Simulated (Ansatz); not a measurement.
# TiAl3 (Pm-3m) in Ansatz: notebook

Runs on TiAl3. Level: PBEsol. Tasks: band structure.

All numbers are computed with Ansatz 0.2.0; they aren't measurements. Logs are shortened: lines on timing, memory, paths and dates and some standing lists are left out, and cuts for length are marked.

**1. The crystal as given**

The structure is cubic, space group Pm-3m (No. 221). The conventional cell has a = 3.956 Å, b = 3.956 Å, c = 3.956 Å, α = 90.00°, β = 90.00°, γ = 90.00°. Around Ti (site symmetry m-3m) lie 12 Al at 2.80 Å. Al (site symmetry 4/mmm) has 4 Ti at 2.80 Å and 8 Al at 2.80 Å as nearest neighbours.

The cell comes from a database or a generator and needn't be the stable form of this composition.

**2. Band structure, PBEsol**

The input, input.yaml:

```yaml
crystal:
  lattice:
    - [3.95567125, 0.0, 0.0]
    - [0.0, 3.95567125, 0.0]
    - [0.0, 0.0, 3.95567125]
  atoms:
    - { symbol: Ti, position: [0.0, 0.0, 0.0] }
    - { symbol: Al, position: [0.0, 0.5, 0.5] }
    - { symbol: Al, position: [0.5, 0.0, 0.5] }
    - { symbol: Al, position: [0.5, 0.5, 0.0] }
hamiltonian:
  xc: pbesol
  pseudopotentials: { kind: paw }
kpoints:
  mp_grid: { grid: [7, 7, 7] }
  band_path:
    path:
      - [[0.0, 0.0, 0.0], [0.0, 0.5, 0.0], [0.5, 0.5, 0.0], [0.0, 0.0, 0.0], [0.5, 0.5, 0.5], [0.0, 0.5, 0.0]]
      - [[0.5, 0.5, 0.0], [0.5, 0.5, 0.5]]
    npoints: 14
scf:
  occupations: { method: fermi_dirac, width: 0.05 }
  n_extra_bands: 10
output:
  forces: true
  stress: true
  eigenvalues: true
  fatbands: true
```

Potentials or basis: Ansatz PAW.

The run is started by

```bash
> ansatz run input.yaml --threads 2 --pin off --max-ram 5632MiB --backend cpu --events-out ev --progress --plain --runs-dir out
```

What it wrote:

```text
Warning: RAYON_NUM_THREADS=2 ignored (pool sized by the plan → 2); use --threads N
scf.n_extra_bands = 10 over 11 filled bands (N_el = 21.0): the run solves 21 bands
Engine: ansatz 0.2.0, x86_64-unknown-linux-gnu
Pseudopotentials: kind: paw
Pseudopotential: Ti, paw, valence charge 12, recommended cutoff 420 eV (normal), Ti.paw.azcp
Pseudopotential: Al, paw, valence charge 3, recommended cutoff 420 eV (normal), Al.paw.azcp
Functional definition: PBEsol
  exchange = pbesol_x
  correlation = pbesol_c
Crystal: 4 atoms, lattice volume = 61.896 Å³
Basis set: ecut = 420 eV, 1213 PW (Γ), exchange–correlation on 54×54×54 points (8 copies of the dense FFT grid, shifted against one another)
Bands: 21, of which v1, the nominal top of the filled ones, is band 11 counted from 1 (10 counted from 0)
Symmetry: 48 space group operations
Space group: Pm-3m (ITA 221), of the structure as read, at distance tolerance 4.0e-5 Å
k-points: 20 of 343
Non-local potential: Ti, projectors of the file, l = 0: 3, l = 1: 2, l = 2: 3, l = 3: 1
Non-local potential: Al, projectors of the file, l = 0: 2, l = 1: 2, l = 2: 1
PAW form: soft (Blöchl's): semilocal exchange-correlation on the pseudo side does not see the compensation charge
PAW frozen core: Ti, regenerated for the run's functional, and the local potential with it (the file was generated under x = pbe(κ = 0.804, μ = 0.2195149727645171), c = pbe(β = 0.06672455060314922))
PAW frozen core: Al, regenerated for the run's functional, and the local potential with it (the file was generated under x = pbe(κ = 0.804, μ = 0.2195149727645171), c = pbe(β = 0.06672455060314922))
PAW one-centre angular grid: Ti, 590 points (default); XC on 64 Gauss nodes
PAW one-centre angular grid: Al, 110 points (default); XC on 64 Gauss nodes
Initial density: superposition of atomic densities (neutral atoms: chi_scale 0, normalization atom), corrected by the library's trained network
Initial wavefunctions: pseudopotential atomic-orbital guess
Functional: x = pbesol(κ = 0.804, μ = 0.12345679012345678), c = pbesol(β = 0.046)
SCF iter   1: F=—  HF=-4049.063991 eV  |F-HF|=—  |Δ(HF+E_count)|=         —  Δρ=3.05e-3  dr2=7.93e-3  ethr=1.77e-3  ⟨swp⟩=5.4  Hψ=2272  notcnv=0  defer=4
preconditioner: auto → Resta (q_TF=auto, 2.279 Å⁻¹)  ε∞=5.4  [insulator: Δε(μ)=0.175 eV  Ē_g=8.071 eV  σ=0.050 eV  W_gap=0.65  n_scr=18 (ndim 8)  ℏωp=17.0 eV  f_vac=0.000  D(μ)=2.95/eV (n_scr^D=26)  ε∞_Penn≈5.4]
SCF iter   2: F=—  HF=-4049.062087 eV  |F-HF|=—  |Δ(HF+E_count)|=   1.90e-3  Δρ=1.56e-3  dr2=1.98e-3  ethr=3.78e-5  ⟨swp⟩=2.0  Hψ=676  notcnv=0  defer=33
SCF iter   3: F=—  HF=-4049.061623 eV  |F-HF|=—  |Δ(HF+E_count)|=   4.64e-4  Δρ=2.95e-4  dr2=9.80e-5  ethr=9.42e-6  ⟨swp⟩=2.7  Hψ=610  notcnv=0  defer=33
SCF iter   4: F=—  HF=-4049.061697 eV  |F-HF|=—  |Δ(HF+E_count)|=   7.38e-5  Δρ=5.32e-5  dr2=2.64e-6  ethr=4.67e-7  ⟨swp⟩=1.1  Hψ=374  notcnv=0  defer=33
SCF iter   5: F=—  HF=-4049.061696 eV  |F-HF|=—  |Δ(HF+E_count)|=   4.16e-7  Δρ=1.81e-5  dr2=3.15e-7  ethr=1.26e-8  ⟨swp⟩=1.2  Hψ=382  notcnv=0  defer=33
SCF iter   6: F=-4049.061696 eV  HF=-4049.061696 eV  |F-HF|=4.04e-10  |Δ(HF+E_count)|=   4.41e-8  Δρ=1.12e-6  dr2=7.50e-10  ethr=4.76e-10  ⟨swp⟩=7.5  Hψ=1743  notcnv=0
SCF 1 converged in 6 iterations: F = -4049.061696 eV  dr2 = 7.50e-10
NSCF: frozen V_eff on 86 k-points
SCF converged after 6 iterations
Free energy (F): -4049.061696 eV
Harris-Foulkes:  -4049.061696 eV  (|F-HF|=4.04e-10)
Internal energy: -4049.037737 eV  (E = F + TS)
E sigma→0 (E₀):  -4049.049717 eV
Entropy (-TS):   -0.023959 eV (-5.990 meV/atom)
Fermi energy:    10.469199 eV
--- Per-component energies (eV) ---
  E_band       = -146.559036
  E_kinetic    = 345.780102
  E_local      = -1185.839760  (includes V_loc(G=0)·N_el)
  E_nonlocal   = 42.097991
  E_hartree    = 523.041613
  E_xc         = -216.820554
  E_vxc        = -211.474437  (∫ρ·V_xc dr)
  E_paw        = -2388.137851  (= ΣΔE_a)
  E_vpaw       = -183.205680  (= ΣTr[D̂ρ^β])
  E_aug_tail   = 0.000103  (compensation charges beyond the density's cutoff)
  E_ewald      = -1169.356182
  E_core_change = 0.196801  (= ΣΔE_core)
  E_smearing   = -0.023959  (= −TS)
  E_closure    = -0.000000  (closes the sum)
  Σ components = -4049.061696   (vs F -4049.061696, Δ=0.00e0)
--- Forces (eV/Å), atoms counted from 1 ---
  atom   1  Ti    -0.00000000    -0.00000000    -0.00000000
  atom   2  Al     0.00000000    -0.00000000    -0.00000000
  atom   3  Al     0.00000000    -0.00000000     0.00000000
  atom   4  Al     0.00000000    -0.00000000     0.00000000
  max |Σ_I F_I| component: 2.58e-30 eV/Å
--- Stress (GPa, compression-positive) ---
       -0.598840      -0.000000       0.000000
        0.000000      -0.598840       0.000000
        0.000000       0.000000      -0.598840
  P = ⅓ Tr σ = -0.5988 GPa (-5.988 kbar)
--- Band table (eV; the first three rows and the last of 20) ---
  k-point 0: bands = ["-46.2938", "-22.7069", "-22.7069", "-22.7069", "-0.4217", "7.2870", "7.2870", "8.2346", "8.2346", "8.2346", "10.5544", "10.5544", "10.5544", "11.0886", "14.5008", "14.5008", "16.0988", "16.0988", "16.0988", "18.4221", "18.4221"]
  k-point 1: bands = ["-46.2936", "-22.7108", "-22.7066", "-22.7066", "-0.2234", "6.0556", "7.4183", "8.2213", "8.2213", "8.8528", "10.5986", "10.6056", "10.6056", "11.8445", "13.8761", "14.8192", "15.7531", "15.7531", "16.1801", "17.5717", "17.5717"]
  k-point 2: bands = ["-46.2933", "-22.7196", "-22.7060", "-22.7060", "0.3596", "4.3238", "7.7657", "8.1808", "8.1808", "9.6905", "10.7023", "10.7986", "10.7986", "12.4962", "12.7283", "14.5965", "14.5965", "16.1257", "16.2552", "16.7066", "18.0362"]
  k-point 19: bands = ["-46.2915", "-22.7219", "-22.7217", "-22.7217", "4.1406", "5.2345", "5.2345", "6.0451", "7.0716", "7.0716", "7.2272", "11.0362", "11.6332", "11.6332", "13.2159", "13.2159", "13.3249", "20.2855", "20.2855", "20.4943", "21.8611"]
```

Wall time 0.91 s (2 threads of AMD EPYC 9R45 (Zen 5), shared host); peak memory 0.39 GiB.

Results:

```yaml
Free_energy: -4049.0617 eV
Pressure: -0.6 GPa
Band_gap_on_the_k_mesh: none (metal or under the smearing width)
```

Levels at the corners of the path, in eV from the Fermi level:
```csv
point,band 8,band 9,band 10,band 11,band 12,band 13
Γ,-2.23,-2.23,-2.23,0.09,0.09,0.09
X,-2.34,-2.27,0.33,0.67,0.67,0.87
M,-5.12,-1.33,-1.33,0.56,0.80,1.03
Γ,-2.23,-2.23,-2.23,0.09,0.09,0.09
R,-5.05,-3.58,-3.58,-3.58,0.10,1.13
X,-2.34,-2.27,0.33,0.67,0.67,0.87
M,-5.12,-1.33,-1.33,0.56,0.80,1.03
R,-5.05,-3.58,-3.58,-3.58,0.10,1.13
```

Caveat: the PAW data sets come from PBE, with cores solved anew for the run's functional, which leaves a small shift of forces and pressure.

**3. Band structure, PBEsol**

Edit input.yaml of step 2 so:

```diff
@@ -12,3 +12,3 @@
   xc: pbesol
-  pseudopotentials: { kind: paw }
+  pseudopotentials: { kind: paw, source: jth, xc_functional: pbe }
 kpoints:
@@ -27,2 +27,6 @@
   eigenvalues: true
-  fatbands: true
+  fatbands: false
+  write_density: true
+  write_potential: true
+  elf: true
+  volumetric_format: npy
```

Potentials or basis: JTH PAW.

The run is started by

```bash
> ansatz run input.yaml --threads 2 --pin off --max-ram 5632MiB --backend cpu --events-out ev --progress --plain --runs-dir out
```

What it wrote:

```text
Warning: the checks of this Ti dataset prove no rule for summing its radial tables, as where they were carried onto another mesh than they were made on, and Gregory's rule is taken, under which a leading mesh point left out moves its sums only by what lay on the interval it spanned. That does not make them correct, and they differ from Quantum ESPRESSO's on this file; a re-export a fraction of a mesh step off can move them. hamiltonian.pseudopotentials.radial_quadrature: simpson_from_first_knot sums it by `pw.x`'s rule; on a PAW file no value gives `pw.x`'s numbers. What more to know: hamiltonian.pseudopotentials.radial_quadrature, in the input reference
Warning: the checks of this Al dataset prove no rule for summing its radial tables, as where they were carried onto another mesh than they were made on, and Gregory's rule is taken, under which a leading mesh point left out moves its sums only by what lay on the interval it spanned. That does not make them correct, and they differ from Quantum ESPRESSO's on this file; a re-export a fraction of a mesh step off can move them. hamiltonian.pseudopotentials.radial_quadrature: simpson_from_first_knot sums it by `pw.x`'s rule; on a PAW file no value gives `pw.x`'s numbers. What more to know: hamiltonian.pseudopotentials.radial_quadrature, in the input reference
Warning: RAYON_NUM_THREADS=2 ignored (pool sized by the plan → 2); use --threads N
scf.n_extra_bands = 10 over 11 filled bands (N_el = 21.0): the run solves 21 bands
[... 2 set-up lines as earlier in the session ...]
Pseudopotential: Ti, paw, valence charge 12, recommended cutoff 1230 eV (normal), Ti.paw.azcp
Pseudopotential: Al, paw, valence charge 3, recommended cutoff 570 eV (normal), Al.paw.azcp
[... 3 set-up lines as earlier in the session ...]
Crystal: 4 atoms, lattice volume = 61.896 Å³
Basis set: ecut = 1230 eV, 6031 PW (Γ), exchange–correlation on 96×96×96 points (8 copies of the dense FFT grid, shifted against one another)
[... 39 lines left out ...]
  E_hartree    = 501.071019
  E_xc         = -176.651553
  E_vxc        = -190.991101  (∫ρ·V_xc dr)
  E_paw        = -2404.505138  (= ΣΔE_a)
  E_vpaw       = -157.180180  (= ΣTr[D̂ρ^β])
  E_aug_tail   = -0.000011  (compensation charges beyond the density's cutoff)
  E_ewald      = -1169.356182
  E_core_change = 0.197137  (= ΣΔE_core)
  E_smearing   = -0.023930  (= −TS)
  E_closure    = -0.000000  (closes the sum)
  Σ components = -4048.651601   (vs F -4048.651601, Δ=0.00e0)
--- Forces (eV/Å), atoms counted from 1 ---
  atom   1  Ti    -0.00000000     0.00000000    -0.00000000
  atom   2  Al     0.00000000     0.00000000     0.00000000
  atom   3  Al    -0.00000000    -0.00000000    -0.00000000
  atom   4  Al     0.00000000    -0.00000000    -0.00000000
  max |Σ_I F_I| component: 3.12e-31 eV/Å
--- Stress (GPa, compression-positive) ---
       -0.532275      -0.000000       0.000000
       -0.000000      -0.532275       0.000000
        0.000000       0.000000      -0.532275
  P = ⅓ Tr σ = -0.5323 GPa (-5.323 kbar)
--- Band table (eV; the first three rows and the last of 20) ---
  k-point 0: bands = ["-46.2421", "-22.6532", "-22.6532", "-22.6532", "-0.3725", "7.3443", "7.3443", "8.2907", "8.2907", "8.2907", "10.6160", "10.6160", "10.6160", "11.1517", "14.5574", "14.5574", "16.1570", "16.1570", "16.1570", "18.5153", "18.5153"]
  k-point 1: bands = ["-46.2420", "-22.6571", "-22.6529", "-22.6529", "-0.1740", "6.1111", "7.4754", "8.2772", "8.2772", "8.9099", "10.6601", "10.6672", "10.6672", "11.9093", "13.9315", "14.8770", "15.8156", "15.8156", "16.2402", "17.6405", "17.6405"]
  k-point 2: bands = ["-46.2416", "-22.6659", "-22.6523", "-22.6523", "0.4097", "4.3771", "7.8223", "8.2362", "8.2362", "9.7493", "10.7635", "10.8611", "10.8611", "12.5611", "12.7830", "14.6599", "14.6599", "16.1928", "16.3167", "16.7615", "18.1295"]
  k-point 19: bands = ["-46.2398", "-22.6682", "-22.6681", "-22.6681", "4.1928", "5.2902", "5.2902", "6.0975", "7.1292", "7.1292", "7.2826", "11.1000", "11.6939", "11.6939", "13.2762", "13.2762", "13.3858", "20.3662", "20.3662", "20.5769", "21.9402"]
```

rho_z.tsv:

```text
# z_ang	rho[e/angstrom^3]
# format = ansatz-planar-average/11
# lattice	3.955671250	0.000000000	0.000000000
# lattice	0.000000000	3.955671250	0.000000000
# lattice	0.000000000	0.000000000	3.955671250
# sites	4
# site	22	0.000000000	0.000000000	0.000000000
# site	13	0.000000000	1.977835625	1.977835625
# site	13	1.977835625	0.000000000	1.977835625
# site	13	1.977835625	1.977835625	0.000000000
0.000000	7.860454e-1
0.082410	7.751663e-1
0.164820	7.427175e-1
0.247229	6.898424e-1
0.329639	6.198569e-1
0.412049	5.390933e-1
[... 40 lines left out ...]
3.790852	7.427175e-1
3.873261	7.751663e-1
```

Run time: 2.7 s. Hardware: 2 threads of AMD EPYC 9R45 (Zen 5), shared host; peak memory 0.68 GiB.

Results:

```yaml
Free_energy: -4048.6516 eV
Pressure: -0.5 GPa
Band_gap_on_the_k_mesh: none (metal or under the smearing width)
```

Levels at the corners of the path, in eV from the Fermi level:
```csv
point,band 8,band 9,band 10,band 11,band 12,band 13
Γ,-2.24,-2.24,-2.24,0.09,0.09,0.09
X,-2.34,-2.28,0.34,0.67,0.67,0.87
M,-5.13,-1.34,-1.34,0.56,0.80,1.03
Γ,-2.24,-2.24,-2.24,0.09,0.09,0.09
R,-5.07,-3.58,-3.58,-3.58,0.10,1.14
X,-2.34,-2.28,0.34,0.67,0.67,0.87
M,-5.13,-1.34,-1.34,0.56,0.80,1.03
R,-5.07,-3.58,-3.58,-3.58,0.10,1.14
```
